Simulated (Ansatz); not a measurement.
A run of Ansatz 0.2.0:

The input input.yaml:

```yaml
crystal:
  lattice:
    - [2.881, 0.0, 0.0]
    - [0.0, 2.881, 0.0]
    - [0.0, 0.0, 2.881]
  atoms:
    - { symbol: Ni, position: [0.5, 0.5, 0.5], spin: 1.0 }
    - { symbol: Al, position: [0.0, 0.0, 0.0] }
hamiltonian:
  xc: pbe
  pseudopotentials: { kind: paw }
magnetization:
  spin_polarized: true
kpoints:
  mp_grid: { grid: [9, 9, 9] }
scf:
  occupations: { method: gaussian, width: 0.02 }
output:
  forces: true
  stress: true
  eigenvalues: true
  write_density: true
  write_potential: true
  elf: true
  volumetric_format: npy
```

Potentials or basis: Ansatz PAW.

Run with:

```sh
$ ansatz run input.yaml --threads 2 --pin off --max-ram 5632MiB --backend cpu --events-out ev --progress --plain --runs-dir out
```

Hardware: 2 threads of Intel(R) Xeon(R) Processor @ 2.50GHz (Skylake/Cascade Lake), on a shared host.

Q: Estimate the wall time of this run.

A: It took 4.4 s on 2 threads of Intel(R) Xeon(R) Processor @ 2.50GHz (Skylake/Cascade Lake), on a shared host, peak memory 0.33 GiB. Counts: scf iterations 12, plane waves 461, k points 35, bands 15.
